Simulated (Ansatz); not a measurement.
## Fitting the HSE06 energy curve of Ir

The structure is cubic, space group Fm-3m (No. 225). The conventional cell has a = 3.831 Å, b = 3.831 Å, c = 3.831 Å, α = 90.00°, β = 90.00°, γ = 90.00°. Ir (site symmetry m-3m) is surrounded by 12 Ir at 2.71 Å.

The cell was scaled at fixed shape and fractions and run with Ansatz, Ansatz PAW, cutoff 420 eV; HSE06, k mesh 8 × 8 × 8 on the cell of 1 atom, fermi-dirac occupations of 0.05 eV, no spin polarisation, no spin-orbit coupling. The potentials were made for PBE. Energies are those that the program minimises, any entropy of the smearing included. For a metal such a mesh isn't converged to the digits shown.

```csv
V (Å³/atom),energy over the lowest row (meV/atom)
13.2152,66.27
13.4963,27.35
13.7775,?
14.0587,0.00
14.3399,7.81
14.6210,27.77
14.9022,58.47
```

Fit the third-order Birch-Murnaghan form, give V0, B0 and B′, and predict the energy left open.

With y = (V0/V)^(2/3), E = E0 + (9 V0 B0/16) [(y - 1)³ B′ + (y - 1)² (6 - 4y)]. Least squares through the rows shown give V0 = 14.0337 Å³/atom, E0 = -0.05 meV, B0 = 394.1 GPa (1 eV/Å³ = 160.218 GPa) and B′ = 5.08, with a largest miss of 0.01 meV. At V = 13.7775 the form with these constants gives 5.92 meV; the run gave 5.92 meV an atom. Measured volume: 14.15 Å³/atom at 299.15 K (a printed reference work), so the fit lies -0.8 % from it. The runs are for a static lattice.
